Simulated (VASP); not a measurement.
Se:

```
CELL_PARAMETERS angstrom
1.56988 -4.57058 0.00000
1.56988 4.57058 0.00000
-0.13332 0.00000 3.77988
ATOMIC_POSITIONS crystal
Se 0.86900 0.13100 0.25000
Se 0.13100 0.86900 0.75000
```

The cell was built by a generator and needn't be a form met in nature.

| Item | Value |
| --- | --- |
| Program | VASP 6.6.1 |
| Task | relaxation of cell and atoms |
| Functional | PBE |
| Potentials or basis | VASP PAW PBE potentials, release 64 (Se) |
| Cutoff | 600 eV |
| k mesh | 6 × 6 × 4 |
| Occupations | gaussian, width 0.1 eV |
| Spin | no spin polarisation |

At the start: pressure -9.1 GPa; volume 27.12 Å³/atom.

Where does the relaxation end?

Over 12 steps the energy falls by 285.4 meV/atom and the volume is 22.48 Å³/atom (-17.1 %); space group Cmcm (No. 63, to 0.05 Å).

The path:
| step | energy change (eV) | largest force (eV/Å) | pressure (GPa) | volume (Å³) |
| --- | --- | --- | --- | --- |
| 1 | 0.0000 | 0.7955 | -9.12 | 54.24 |
| 2 | -0.4866 | 0.6693 | 1.21 | 42.96 |
| 3 | -0.4866 | 0.6657 | 1.31 | 42.91 |
| 4 | -0.5377 | 0.3550 | 1.56 | 43.22 |
| 5 | -0.5547 | 0.0459 | 2.07 | 43.48 |
| 6 | -0.5551 | 0.0349 | 2.22 | 43.53 |
| 7 | -0.5637 | 0.0913 | -1.29 | 46.00 |
| 8 | -0.5668 | 0.0423 | -0.18 | 45.13 |
| 9 | -0.5687 | 0.0249 | -0.12 | 45.08 |
| 10 | -0.5702 | 0.0184 | 0.18 | 44.91 |
| 11 | -0.5707 | 0.0117 | 0.03 | 44.98 |
| 12 | -0.5708 | 0.0123 | 0.07 | 44.96 |

Final structure:
```
Se
1.0
     1.47968   -4.05080    0.02966
     1.47968    4.05080    0.02966
    -0.05287    0.00000    3.74980
Se
2
Cartesian
  1.4665 -3.1121 0.9671
  1.4400 3.1121 2.8420
```

Caveat: the k mesh is coarse (spacing up to 0.42 Å⁻¹), so the values aren't converged; the volume moved by over 15 % at a fixed basis, so the end points are rough.
